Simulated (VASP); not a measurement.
# HfO2 in VASP: relaxing the cell with several functionals

Cell and atoms of HfO2 (fluorite) are relaxed with PBEsol and LDA. The results are then set beside those of Ansatz 0.2.0 from the same starts.

Code: VASP 6.6.1. PAW datasets, plane waves, zero pressure. Calculated at 0 K for a non-magnetic cell.

### Step 1. The system as given

The cell comes from an earlier relaxation with PBE in another program.

Space group Fm-3m (No. 225), cubic; a = 5.098 Å in the conventional setting, 11.04 Å³ an atom. Around Hf lie 8 O at 2.21 Å; around O lie 4 Hf at 2.21 Å.

Coordinates:

```cif
data_structure
_symmetry_space_group_name_H-M 'Fm-3m'
_symmetry_Int_Tables_number 225
_cell_length_a 5.0976
_cell_length_b 5.0976
_cell_length_c 5.0976
_cell_angle_alpha 90.000
_cell_angle_beta 90.000
_cell_angle_gamma 90.000
_cell_volume 132.46
loop_
_atom_site_label
_atom_site_type_symbol
_atom_site_symmetry_multiplicity
_atom_site_Wyckoff_symbol
_atom_site_fract_x
_atom_site_fract_y
_atom_site_fract_z
_atom_site_occupancy
Hf1 Hf 4 a 0.00000 0.00000 0.00000 1
O1 O 8 c 0.25000 0.75000 0.75000 1
```

### Step 2. PBEsol: cell and atoms

INCAR

```
ENCUT = 600.000000
SIGMA = 0.020000
EDIFF = 1.00e-07
EDIFFG = -5.00e-03
GGA = PS
PREC = Accurate
IBRION = 2
ISIF = 3
ISMEAR = -1
NBANDS = 18
NELM = 120
NSW = 40
LASPH = .TRUE.
LCHARG = .FALSE.
LWAVE = .FALSE.
LREAL = .FALSE.
```

KPOINTS

```
KPOINTS created by Atomic Simulation Environment
0
Gamma
8 8 8
0 0 0
```

POSCAR

```
Hf O
 1.0000000000000000
    -0.0000000000000000    2.5488060283576925    2.5488060283576925
     2.5488060283576925    0.0000000000000000    2.5488060283576925
     2.5488060283576925    2.5488060283576925   -0.0000000000000000
 Hf  O
   1   2
Cartesian
  0.0000000000000000 -0.0000000000000000  0.0000000000000000
  1.2744030141788460  1.2744030141788460  1.2744030141788460
  3.8232090425365381  3.8232090425365381  3.8232090425365390
```

The run uses the recommended PBE PAW datasets (22 valence electrons a neutral cell).

Command:

```sh
mpirun -np 1 vasp_std
```

The first run moved the cell so far that it was started again from its end, on a fresh basis. The second run's POSCAR:

```
Hf O
 1.0000000000000000
     0.0000000000000000    2.5092228320179064    2.5092228320179064
     2.5092228320179064    0.0000000000000000    2.5092228320179064
     2.5092228320179064    2.5092228320179064    0.0000000000000000
 Hf  O
   1   2
Cartesian
  0.0000000000000000  0.0000000000000000  0.0000000000000000
  1.2546114160089532  1.2546114160089532  1.2546114160089532
  3.7638342480268596  3.7638342480268596  3.7638342480268596
```

The files below are the second run's.

Standard output, without the iteration lines:

```text
POSCAR found type information on POSCAR HfO
 POSCAR found :  2 types and       3 ions
 -----------------------------------------------------------------------------
|                                                                             |
|                                                                             |
|     You enforced a specific xc type in the INCAR file but a different       |
|     I HOPE YOU KNOW WHAT YOU ARE DOING!                                     |
|                                                                             |
 -----------------------------------------------------------------------------

 LDA part: xc-table for (Slater+PW92), standard interpolation
 POSCAR, INCAR and KPOINTS ok, starting setup
 FFT: planning ... GRIDC
 FFT: planning ... GRID_SOFT
 FFT: planning ... GRID
 WAVECAR not read
 WARNING: random wavefunctions but no delay for mixing, default for NELMDL
 entering main loop
 curvature:   0.00 expect dE= 0.000E+00 dE for cont linesearch  0.000E+00
 search vector abs. value=  0.717E-05
 reached required accuracy - stopping structural energy minimisation
```

OSZICAR:

```text
N       E                     dE             d eps       ncg     rms          rms(c)
DAV:   1     0.965532499602E+02    0.96553E+02   -0.13510E+04  1044   0.136E+03
DAV:   2    -0.324381561366E+02   -0.12899E+03   -0.12492E+03  1326   0.303E+02
DAV:   3    -0.368235289852E+02   -0.43854E+01   -0.43678E+01  1252   0.485E+01
DAV:   4    -0.368490517781E+02   -0.25523E-01   -0.25518E-01  1272   0.401E+00
DAV:   5    -0.368491855790E+02   -0.13380E-03   -0.13380E-03  1190   0.283E-01    0.524E+01
DAV:   6    -0.318037823184E+02    0.50454E+01   -0.17687E+01  1072   0.307E+01    0.440E+01
DAV:   7    -0.316871660373E+02    0.11662E+00   -0.63472E-01  1204   0.666E+00    0.292E+01
DAV:   8    -0.316586388703E+02    0.28527E-01   -0.22307E-01  1148   0.433E+00    0.811E+00
DAV:   9    -0.316420027496E+02    0.16636E-01   -0.53554E-02  1122   0.192E+00    0.276E+00
DAV:  10    -0.316417746316E+02    0.22812E-03   -0.28249E-03  1170   0.406E-01    0.211E-01
DAV:  11    -0.316417924576E+02   -0.17826E-04   -0.12992E-04  1176   0.102E-01    0.159E-01
DAV:  12    -0.316417942842E+02   -0.18266E-05   -0.14322E-05  1182   0.273E-02    0.336E-03
DAV:  13    -0.316417946738E+02   -0.38965E-06   -0.61782E-07  1244   0.629E-03    0.147E-03
DAV:  14    -0.316417947299E+02   -0.56120E-07   -0.29956E-08   812   0.122E-03
   1 F= -.31641795E+02 E0= -.31641795E+02  d E =-.316418E+02
```

Parts of OUTCAR:

```text
k-points           NKPTS =     29   k-points in BZ     NKDIM =     29   number of bands    NBANDS=     18

   NELECT =      22.0000    total number of electrons

   dimension x,y,z NGX =    28 NGY =   28 NGZ =   28
   dimension x,y,z NGXF=    56 NGYF=   56 NGZF=   56

  energy-cutoff  :      600.00
  volume of cell :       31.60
      direct lattice vectors                 reciprocal lattice vectors
     0.000000000  2.509222832  2.509222832    -0.199264885  0.199264885  0.199264885
     2.509222832  0.000000000  2.509222832     0.199264885 -0.199264885  0.199264885
     2.509222832  2.509222832  0.000000000     0.199264885  0.199264885 -0.199264885

 k-points in reciprocal lattice and weights: KPOINTS created by Atomic Simulation Env
   0.00000000  0.00000000  0.00000000       0.002
   0.12500000  0.00000000  0.00000000       0.016
   0.25000000  0.00000000  0.00000000       0.016
   0.37500000  0.00000000  0.00000000       0.016
   0.50000000  0.00000000  0.00000000       0.008
   0.12500000  0.12500000  0.00000000       0.012
   0.25000000  0.12500000  0.00000000       0.047
   0.37500000  0.12500000  0.00000000       0.047
[... 21 more k-points ...]

 E-fermi :   4.8953

 k-point     1 :       0.0000    0.0000    0.0000
  band No.  band energies     occupation
      1     -25.0911      2.00000
      2     -25.0911      2.00000
      3     -25.0911      2.00000
      4     -14.4872      2.00000
      5     -11.2305      2.00000
      6      -1.1984      2.00000
      7      -1.1984      2.00000
      8      -1.1984      2.00000
      9       3.7641      2.00000
     10       3.7641      2.00000
     11       3.7641      2.00000
     12       8.2455      0.00000
     13       8.2455      0.00000
     14      10.2872      0.00000
     15      15.2053      0.00000
     16      15.2053      0.00000
     17      15.2053      0.00000
     18      18.0945      0.00000

 k-point     2 :       0.1250    0.0000    0.0000
  band No.  band energies     occupation
      1     -25.1714      2.00000
      2     -25.0997      2.00000
      3     -25.0997      2.00000
      4     -14.2580      2.00000
      5     -11.4182      2.00000
      6      -1.0405      2.00000
      7      -1.0405      2.00000
      8      -0.7513      2.00000
      9       3.2953      2.00000
     10       3.4595      2.00000
     11       3.4595      2.00000
     12       8.5636      0.00000
     13       8.5636      0.00000
     14      10.9017      0.00000
     15      14.4363      0.00000
     16      14.9129      0.00000
     17      14.9129      0.00000
     18      18.0232      0.00000

 k-point     3 :       0.2500    0.0000    0.0000
  band No.  band energies     occupation
      1     -25.3563      2.00000
      2     -25.1204      2.00000
      3     -25.1204      2.00000
      4     -13.7220      2.00000
      5     -11.7856      2.00000
      6      -0.6530      2.00000
      7      -0.6530      2.00000
      8       0.2769      2.00000
      9       2.3686      2.00000
     10       2.9155      2.00000
     11       2.9155      2.00000
     12       9.0336      0.00000
     13       9.0336      0.00000
     14      11.5065      0.00000
     15      13.8773      0.00000
     16      14.4013      0.00000
     17      14.4013      0.00000
     18      17.2039      0.00000

[... the tables of k-points 4 to 29 left out ...]

  Total        0.0121940      0.0121940      0.0121940      0.0000000      0.0000000     -0.0000000
  in kB        0.6183119      0.6183119      0.6183119      0.0000000      0.0000000     -0.0000000
  external PRESSURE =       0.6183119 kB  Pullay stress =       0.0000000 kB

 POSITION                                       TOTAL-FORCE (eV/Angst)
 -----------------------------------------------------------------------------------
      0.00000      0.00000      0.00000        -0.000000     -0.000000     -0.000000
      1.25461      1.25461      1.25461         0.000000      0.000000      0.000000
      3.76383      3.76383      3.76383        -0.000000     -0.000000     -0.000000
 -----------------------------------------------------------------------------------
    total drift:                                0.000000      0.000000      0.000000

  FREE ENERGIE OF THE ION-ELECTRON SYSTEM (eV)
  ---------------------------------------------------
  free  energy   TOTEN  =       -31.6417947299 eV

  energy  without entropy=      -31.6417947299  energy(sigma->0) =      -31.64179473
```

CONTCAR

```
Hf O
   1.00000000000000
     0.0000000000000000    2.5092228320179064    2.5092228320179064
     2.5092228320179064    0.0000000000000000    2.5092228320179064
     2.5092228320179064    2.5092228320179064    0.0000000000000000
  Hf              O
     1     2
Direct
     0.0000000000000000    0.0000000000000000    0.0000000000000000
     0.2500000000000000    0.2500000000000000    0.2500000000000000
     0.7500000000000000    0.7500000000000000    0.7500000000000000

  0.00000000E+00  0.00000000E+00  0.00000000E+00
  0.00000000E+00  0.00000000E+00  0.00000000E+00
  0.00000000E+00  0.00000000E+00  0.00000000E+00
```

Hardware: 1 MPI rank of Intel Xeon 6975P-C, shared host.

```
                       before   after   change
                a (Å)   5.098   5.018  -1.55 %
     volume (Å³/atom)  11.039  10.532  -4.59 %
shortest distance (Å)   2.207   2.173  -1.55 %
          space group   Fm-3m   Fm-3m     same
```

### Step 3. LDA: cell and atoms

Edit INCAR of step 2 so:

```diff
@@ -4,3 +4,3 @@
 EDIFFG = -5.00e-03
-GGA = PS
+GGA = CA
 PREC = Accurate
```

KPOINTS is that of step 2.

POSCAR is that of step 2.

Potentials: the recommended LDA PAW datasets, 22 valence electrons in the neutral cell.

Command:

```sh
mpirun -np 1 vasp_std
```

The first run moved the cell so far that it was started again from its end, on a fresh basis. The second run's POSCAR:

```
Hf O
 1.0000000000000000
     0.0000000000000000    2.4899719633171324    2.4899719633171324
     2.4899719633171320    0.0000000000000000    2.4899719633171324
     2.4899719633171320    2.4899719633171324    0.0000000000000000
 Hf  O
   1   2
Cartesian
  0.0000000000000000  0.0000000000000000  0.0000000000000000
  1.2449859816585660  1.2449859816585662  1.2449859816585662
  3.7349579449756982  3.7349579449756987  3.7349579449756987
```

The files below are the second run's.

Printed to the terminal (iteration lines stand in OSZICAR):

```text
POSCAR found type information on POSCAR HfO
 POSCAR found :  2 types and       3 ions
 LDA part: xc-table for (Slater(with rela. corr.)+CA(PZ))
 , standard interpolation
 POSCAR, INCAR and KPOINTS ok, starting setup
 FFT: planning ... GRIDC
 FFT: planning ... GRID_SOFT
 FFT: planning ... GRID
 WAVECAR not read
 WARNING: random wavefunctions but no delay for mixing, default for NELMDL
 entering main loop
 curvature:   0.00 expect dE= 0.000E+00 dE for cont linesearch  0.000E+00
 search vector abs. value=  0.903E-05
 reached required accuracy - stopping structural energy minimisation
```

OSZICAR:

```text
N       E                     dE             d eps       ncg     rms          rms(c)
DAV:   1     0.968046174711E+02    0.96805E+02   -0.13976E+04  1044   0.137E+03
DAV:   2    -0.345902129986E+02   -0.13139E+03   -0.12840E+03  1350   0.303E+02
DAV:   3    -0.386333751846E+02   -0.40432E+01   -0.40252E+01  1216   0.475E+01
DAV:   4    -0.386562905623E+02   -0.22915E-01   -0.22909E-01  1242   0.394E+00
DAV:   5    -0.386564204819E+02   -0.12992E-03   -0.12991E-03  1230   0.287E-01    0.555E+01
DAV:   6    -0.332831746814E+02    0.53732E+01   -0.19173E+01  1076   0.322E+01    0.466E+01
DAV:   7    -0.331384648044E+02    0.14471E+00   -0.67120E-01  1200   0.679E+00    0.306E+01
DAV:   8    -0.330945804410E+02    0.43884E-01   -0.24048E-01  1152   0.427E+00    0.844E+00
DAV:   9    -0.330777050928E+02    0.16875E-01   -0.60341E-02  1160   0.193E+00    0.274E+00
DAV:  10    -0.330771489025E+02    0.55619E-03   -0.22482E-03  1158   0.358E-01    0.476E-01
DAV:  11    -0.330771541950E+02   -0.52925E-05   -0.13256E-04  1184   0.101E-01    0.673E-02
DAV:  12    -0.330771536788E+02    0.51625E-06   -0.29370E-06  1192   0.139E-02    0.115E-02
DAV:  13    -0.330771537977E+02   -0.11897E-06   -0.29430E-07  1258   0.407E-03    0.112E-03
DAV:  14    -0.330771537977E+02    0.14552E-10   -0.72334E-09   664   0.630E-04
   1 F= -.33077154E+02 E0= -.33077154E+02  d E =-.330772E+02
```

From OUTCAR:

```text
k-points           NKPTS =     29   k-points in BZ     NKDIM =     29   number of bands    NBANDS=     18

   NELECT =      22.0000    total number of electrons

   dimension x,y,z NGX =    28 NGY =   28 NGZ =   28
   dimension x,y,z NGXF=    56 NGYF=   56 NGZF=   56

  energy-cutoff  :      600.00
  volume of cell :       30.88
      direct lattice vectors                 reciprocal lattice vectors
     0.000000000  2.489971963  2.489971963    -0.200805474  0.200805474  0.200805474
     2.489971963  0.000000000  2.489971963     0.200805474 -0.200805474  0.200805474
     2.489971963  2.489971963  0.000000000     0.200805474  0.200805474 -0.200805474

 k-points in reciprocal lattice and weights: KPOINTS created by Atomic Simulation Env
   0.00000000  0.00000000  0.00000000       0.002
   0.12500000 -0.00000000 -0.00000000       0.016
   0.25000000 -0.00000000 -0.00000000       0.016
   0.37500000 -0.00000000 -0.00000000       0.016
   0.50000000 -0.00000000 -0.00000000       0.008
   0.12500000  0.12500000  0.00000000       0.012
   0.25000000  0.12500000 -0.00000000       0.047
   0.37500000  0.12500000 -0.00000000       0.047
[... 21 more k-points ...]

 E-fermi :   4.9681

 k-point     1 :       0.0000    0.0000    0.0000
  band No.  band energies     occupation
      1     -24.7228      2.00000
      2     -24.7228      2.00000
      3     -24.7228      2.00000
      4     -14.2856      2.00000
      5     -10.8432      2.00000
      6      -1.2146      2.00000
      7      -1.2146      2.00000
      8      -1.2146      2.00000
      9       3.8947      2.00000
     10       3.8947      2.00000
     11       3.8947      2.00000
     12       8.3386      0.00000
     13       8.3386      0.00000
     14      10.6570      0.00000
     15      15.5914      0.00000
     16      15.5914      0.00000
     17      15.5914      0.00000
     18      17.4525      0.00000

 k-point     2 :       0.1250   -0.0000   -0.0000
  band No.  band energies     occupation
      1     -24.8140      2.00000
      2     -24.7326      2.00000
      3     -24.7325      2.00000
      4     -14.0390      2.00000
      5     -11.0487      2.00000
      6      -1.0525      2.00000
      7      -1.0525      2.00000
      8      -0.7410      2.00000
      9       3.4326      2.00000
     10       3.5761      2.00000
     11       3.5761      2.00000
     12       8.6766      0.00000
     13       8.6766      0.00000
     14      11.2544      0.00000
     15      14.7907      0.00000
     16      15.2842      0.00000
     17      15.2842      0.00000
     18      17.4476      0.00000

 k-point     3 :       0.2500   -0.0000   -0.0000
  band No.  band energies     occupation
      1     -25.0230      2.00000
      2     -24.7558      2.00000
      3     -24.7558      2.00000
      4     -13.4679      2.00000
      5     -11.4388      2.00000
      6      -0.6549      2.00000
      7      -0.6549      2.00000
      8       0.3401      2.00000
      9       2.5093      2.00000
     10       3.0200      2.00000
     11       3.0200      2.00000
     12       9.1711      0.00000
     13       9.1711      0.00000
     14      11.7894      0.00000
     15      14.2348      0.00000
     16      14.7506      0.00000
     17      14.7506      0.00000
     18      17.3858      0.00000

[... the tables of k-points 4 to 29 left out ...]

  Total        0.0136831      0.0136831      0.0136831      0.0000000      0.0000000      0.0000000
  in kB        0.7100358      0.7100358      0.7100358      0.0000000      0.0000000      0.0000000
  external PRESSURE =       0.7100358 kB  Pullay stress =       0.0000000 kB

 POSITION                                       TOTAL-FORCE (eV/Angst)
 -----------------------------------------------------------------------------------
      0.00000      0.00000      0.00000        -0.000000      0.000000      0.000000
      1.24499      1.24499      1.24499        -0.000000     -0.000000     -0.000000
      3.73496      3.73496      3.73496         0.000000      0.000000      0.000000
 -----------------------------------------------------------------------------------
    total drift:                                0.000000      0.000000      0.000000

  FREE ENERGIE OF THE ION-ELECTRON SYSTEM (eV)
  ---------------------------------------------------
  free  energy   TOTEN  =       -33.0771537977 eV

  energy  without entropy=      -33.0771537977  energy(sigma->0) =      -33.07715380
```

CONTCAR

```
Hf O
   1.00000000000000
     0.0000000000000000    2.4899719633171324    2.4899719633171324
     2.4899719633171320    0.0000000000000000    2.4899719633171324
     2.4899719633171320    2.4899719633171324    0.0000000000000000
  Hf              O
     1     2
Direct
     0.0000000000000000    0.0000000000000000    0.0000000000000000
     0.2500000000000000    0.2500000000000000    0.2500000000000000
     0.7500000000000000    0.7500000000000000    0.7500000000000000

  0.00000000E+00  0.00000000E+00  0.00000000E+00
  0.00000000E+00  0.00000000E+00  0.00000000E+00
  0.00000000E+00  0.00000000E+00  0.00000000E+00
```

Hardware: 1 MPI rank of Intel Xeon 6975P-C, shared host.

|  | before | after | change |
| --- | --- | --- | --- |
| a (Å) | 5.098 | 4.980 | -2.31 % |
| volume (Å³/atom) | 11.039 | 10.292 | -6.77 % |
| shortest distance (Å) | 2.207 | 2.156 | -2.31 % |
| space group | Fm-3m | Fm-3m | same |

### Step 4. Results

```
 level  a (Å)  volume (Å³/atom)  space group  Ansatz: volume (Å³/atom)
PBEsol  5.018            10.532        Fm-3m                    10.693
   LDA  4.980            10.292        Fm-3m                    10.423
```

What this shows: The PBEsol run changed the volume by -4.6 % from its own start of 11.04 Å³/atom. The volume spreads over 2.3 %, from LDA to PBEsol. The two programs differ by at most 1.52 % in volume. Each program uses its own PAW datasets and cutoff. VASP's cell holds 22 valence electrons and Ansatz's 38. LDA means the Perdew–Zunger form in VASP and the Perdew–Wang form in Ansatz.
